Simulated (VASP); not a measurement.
Crystal: SiC.

```
Si C
1.0
     3.07569    0.00000    0.00000
    -1.53785    2.66363    0.00000
     0.00000    0.00000   10.07065
Si C
4 4
Direct
  0.00000 0.00000 0.18789
  0.00000 0.00000 0.68789
  0.33333 0.66667 0.43784
  0.66667 0.33333 0.93784
  0.00000 0.00000 0.00046
  0.00000 0.00000 0.50046
  0.33333 0.66667 0.24980
  0.66667 0.33333 0.74980
```

The cell is a database's computed one.

Program: VASP 6.6.1. Alike in all runs: level PBE; no spin polarisation; cell as given; k mesh 10 × 10 × 3. Hardware: 1 thread of Intel(R) Xeon(R) 6975P-C (Granite Rapids), with other jobs on the host.

Task: Order these runs on this cell by their wall time, lowest first.
A. task band structure; potentials or basis VASP PAW PBE potentials, release 64 (Si_GW, C_GW); cutoff (eV) 600; smearing fermi-dirac 0.05 eV; further INCAR settings ALGO = Fast; EDIFF = 1e-06
B. task single point; potentials or basis VASP PAW PBE potentials, release 64 (Si, C); cutoff (eV) 520; smearing gaussian 0.015 eV; further INCAR settings ALGO = Normal; EDIFF = 1e-07
C. task band structure; potentials or basis VASP PAW PBE potentials, release 64 (Si, C); cutoff (eV) 500; smearing fermi-dirac 0.05 eV; further INCAR settings ALGO = Fast; EDIFF = 1e-07; NBANDS = 26

Result: B (19 s), C (75 s), A (180 s).
